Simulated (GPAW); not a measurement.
Crystal: TiSe.

```
Se Ti
1.0
     4.17836    0.00000    0.00000
     0.00000    4.17836    0.00000
     0.00000    0.00000    5.98442
Se Ti
2 2
Direct
  0.00000 0.50000 0.76056
  0.50000 0.00000 0.23944
  0.00000 0.00000 0.00000
  0.50000 0.50000 0.00000
```

The cell comes from a database or a generator and needn't be the stable form of this composition.

Base run:

| Item | Value |
| --- | --- |
| Program | GPAW 26.7.0 |
| Functional | PBEsol |
| Potentials or basis | PAW data sets generated in the run's folder for this functional |
| Cutoff | 600 eV |
| Basis | pw |
| k mesh | 6 × 6 × 4 |
| Occupations | fermi-dirac, width 0.05 eV |
| Spin | no spin polarisation |
| Hubbard terms | Ti d U = 3 eV |

Its results: pressure -1.3 GPa; largest force 0.087 eV/Å.

**Question.** After a change of settings the same cell gave: pressure 5.0 GPa; largest force 1.223 eV/Å. Which change was it?
A. hubbard terms from Ti d U = 3 eV to none
B. hubbard terms from Ti d U = 3 eV to Ti d U = 8 eV
C. hubbard terms from Ti d U = 3 eV to Ti d U = 6 eV

**Answer.** C.

Caveats: this functional lacks dispersion, which binds the layers, so the pressure and a relaxed spacing across them are unreliable; U without spin polarisation on a metal has little footing; forces of over 1 eV/Å show positions far from the minimum, so gaps and moduli don't describe the material at rest (some runs).
